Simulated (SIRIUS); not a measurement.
Crystal: Au.

```
Au
1.0
     2.90000    0.00000    0.00000
    -1.45000    2.51147    0.00000
     0.00000    0.00000    4.88000
Au
2
Direct
  0.66667 0.33333 0.25000
  0.33333 0.66667 0.75000
```

This isn't the form of Au at room conditions, which is fcc.

* Program: SIRIUS 7.12.0
* Task: single point
* Functional: PBEsol
* Potentials or basis: all-electron FP-LAPW
* Cutoff: 165 eV
* Basis: apw+lo standard
* k mesh: 11 × 11 × 6
* Occupations: fermi-dirac, width 0.05 eV
* Spin: no spin polarisation

On this cell: largest force under 0.003 eV/Å; band gap on the k mesh none (metal or under the smearing width).

The same run follows on a disturbed copy (atoms moved at random):

```
CELL_PARAMETERS angstrom
2.90000 0.00000 0.00000
-1.45000 2.51147 0.00000
0.00000 0.00000 4.88000
ATOMIC_POSITIONS crystal
Au 0.68819 0.35203 0.25122
Au 0.32218 0.66326 0.75447
```

Problem. What changes?

Solution. The energy (extrapolated to zero smearing) moves by +0.6 meV/atom; largest force 0.089 eV/Å; band gap on the k mesh none (metal or under the smearing width).

Forces in eV/Å, atoms in the order of the input:
```
Au  -0.022 -0.012  0.086
Au   0.022  0.012 -0.086
```
